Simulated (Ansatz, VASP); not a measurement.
**BP in VASP and in Ansatz**

```
CELL_PARAMETERS angstrom
0.00000 2.24541 2.24541
2.24541 0.00000 2.24541
2.24541 2.24541 0.00000
ATOMIC_POSITIONS crystal
B 0.00000 0.00000 0.00000
P 0.25000 0.25000 0.25000
```

Alike in both runs: functional LDA; k mesh 10 × 10 × 10; occupations fermi-dirac, width 0.02 eV; no spin polarisation.

Ansatz relaxed the structure, and its values are those at the end. VASP's run is a single point on that final structure, the one shown.

|  | VASP | Ansatz |
| --- | --- | --- |
| version | VASP 6.6.1 | Ansatz 0.2.0 |
| potentials or method | VASP PAW LDA potentials, release 64 (B, P) | PAW plane waves |
| plane-wave cutoff (eV) | 520 | 420 |
| valence electrons in the cell | 8 | 8 |

Ansatz gave:

* gap on the k mesh at the Fermi level (eV): 1.15
* pressure (GPa): 0.0

What did VASP give for the same quantities?

gap on the k mesh at the Fermi level (eV): 1.15; pressure (GPa): -0.2.

Ansatz warned: «pseudo_functional_mismatch».

A k mesh can miss the band edges. A hybrid or GW would open this gap; LDA tends to underestimate it.
